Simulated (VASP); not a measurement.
A run of VASP 6.6.1 is set up as follows.

The input INCAR:

```
PREC = Accurate ; ENCUT = 600
EDIFF = 1E-7 ; ISMEAR = 0
SIGMA = 0.03 ; LREAL = F
LASPH = T ; NELM = 80
ALGO = Normal ; ISIF = 3
LWAVE = F ; LCHARG = F
GGA = PS ; IBRION = 2
NSW = 90 ; EDIFFG = -0.005
```

The input KPOINTS:

```
regular mesh
0
Gamma
  8 8 8
```

File POSCAR:

```
CdTe                                    
1.0
    0.0000000000      3.2477981882      3.2477981882
    3.2477981882      0.0000000000      3.2477981882
    3.2477981882      3.2477981882      0.0000000000
  Cd              Te            
     1     1
Direct
     0.0000000000000000    0.0000000000000000    0.0000000000000000
     0.2500000000000000    0.2500000000000000    0.2500000000000000
```

Potentials or basis: VASP PAW PBE potentials, release 64 (Cd, Te).

The run is started by

```console
$ cat potpaw_PBE.64/Cd/POTCAR potpaw_PBE.64/Te/POTCAR > POTCAR
$ mpirun -np 1 vasp_std > vasp.out
```

(1) What does it give for the band gap on the k mesh?

## Answers

(1) 0.64 eV, direct.

Caveat: the relaxation stopped at its first step, so nothing moved; spin-orbit coupling is left out, which moves the levels of the heavy elements.
